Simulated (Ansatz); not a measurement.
# TaN under strain: Field gradients at the nuclei

The cell is a COD entry, relaxed with PBE at fixed cell and then changed (z compressed by 3 %, ions relaxed).

```
CELL_PARAMETERS angstrom
5.18500 0.00000 0.00000
-2.59250 4.49034 0.00000
0.00000 0.00000 2.82076
ATOMIC_POSITIONS crystal
Ta 0.00000 0.00000 0.00000
Ta 0.33333 0.66667 0.50000
Ta 0.66667 0.33333 0.50000
N 0.50000 0.00000 0.00000
N 0.50000 0.50000 0.00000
N 0.00000 0.50000 0.00000
```

Atoms are numbered from 1 in the order listed; like atoms form one site, named after its first atom.

Level of theory: DFT, PBE, plane waves and PAW, scalar-relativistic, collinear spin, 420 eV cutoff, Γ-centred 10×10×16 k-points, Fermi–Dirac smearing 0.05 eV (Ansatz 0.2.0). Start moments as typed (μB): 2 on each Ta, none on the rest.

C_Q = eQV_zz/h, which is 24.18 MHz for Q = 1 b and V_zz = 10²¹ V/m²; η = (V_xx − V_yy)/V_zz. ν_Q = 3|C_Q|/[2I(2I − 1)].

¹⁸¹Ta: I = 7/2, Q = 3170 mb; ¹⁴N: I = 1, Q = 20.44 mb. Q values from Pyykkö, Mol. Phys. 116, 1328 (2018).

(1) Which values are expected at the nuclei?

Results:

(1) 

| site | atoms (order as listed) | first shell | C_Q (MHz) | η | ν_Q (MHz) |
| --- | --- | --- | --- | --- | --- |
| Ta1 | 1 | 6 N at 2.59 Å; also 2 Ta at 2.82 Å | -3862 | 0.00 | 276 |
| Ta2 | 2, 3 | 6 N at 2.06 Å | -3175 | 0.00 | 227 |
| N | 4, 5, 6 | 4 Ta at 2.06 Å; also 2 Ta at 2.59 Å | 1.53 | 0.53 | 2.29 |

An axis of threefold or higher order runs through Ta1 and Ta2, so V_zz lies along it and η is zero.

With no gap above 0.1 eV, as in a metal, the gradients converge slowly in k; expect changes of a tenth or more on a denser mesh. Without spin–orbit coupling the gradients at and beside Ta can be off by some per cent, at some sites by more. With these PAW files V_zz is typically within 2 to 3 % of all-electron values, but misses above 10 % occur on Ta. At this changed cell the PBE pressure is 25 GPa. The start moments die out, and the run ends without spin.

The relaxation (1 step) took 31 s of wall time (31 s of CPU time) and 0.82 GiB at its peak, on 1 thread of Intel Xeon 6975P-C (Granite Rapids) (x86_64; 16 cores open to the job, memory cap 3.0 GiB, no GPU), a shared host with a load of 0.5 a core.
